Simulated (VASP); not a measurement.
Wanted: the native input for a VASP 6.6.1 run.

* Task: relaxation of cell and atoms
* Functional: PBE
* Potentials or basis: VASP PAW PBE potentials, release 64 (Mg, B)
* Cutoff: 600 eV
* k mesh: 15 × 15 × 10
* Occupations: methfessel-paxton, width 0.1 eV
* Spin: no spin polarisation
* Further INCAR settings: ALGO = Normal; EDIFF = 1e-06; IBRION = 2; EDIFFG = -0.01; NSW = 90; ISIF = 3

The structure of MgB2 lies in POSCAR:

```
MgB2
1.0
    3.0850000000      0.0000000000      0.0000000000
   -1.5425000000      2.6716883707      0.0000000000
    0.0000000000      0.0000000000      3.5230000000
Mg B
1 2
Direct
    0.0000000000      0.0000000000      0.0000000000
    0.3333333333      0.6666666667      0.5000000000
    0.6666666667      0.3333333333      0.5000000000
```

These files were run (other wordings do the same):

INCAR

```
ALGO = Normal ; EDIFF = 1E-6
EDIFFG = -0.01 ; ENCUT = 600
GGA = PE ; IBRION = 2
ISIF = 3 ; ISMEAR = 1
KPAR = 2 ; LASPH = True
LCHARG = False ; LREAL = False
LWAVE = False ; NELM = 80
NSW = 90 ; PREC = Accurate
SIGMA = 0.1
```

KPOINTS

```
k-points
0
Gamma
  15 15 10
```

Potentials or basis: VASP PAW PBE potentials, release 64 (Mg, B).

The run is started by

```console
$ cat potpaw_PBE.64/Mg/POTCAR potpaw_PBE.64/B/POTCAR > POTCAR
$ mpirun -np 2 vasp_std > vasp.out
```

Results of the run:

The relaxed volume is 9.61 Å³/atom, the relaxed cell is a = 3.071 Å, b = 3.071 Å, c = 3.528 Å, α = 90.00°, β = 90.00°, γ = 120.00° and the space group after relaxing (to 0.05 Å) is P6/mmm (No. 191). The energy gained by relaxing is 0.6 meV/atom, the ionic steps are 5 and the pressure after relaxing is 0.0 GPa. The band gap on the k mesh is none (metal or under the smearing width).

Run time: 30 s on 2 MPI ranks on AMD EPYC 9R45 (Zen 5) (shared host), peak memory 0.17 GiB a rank.
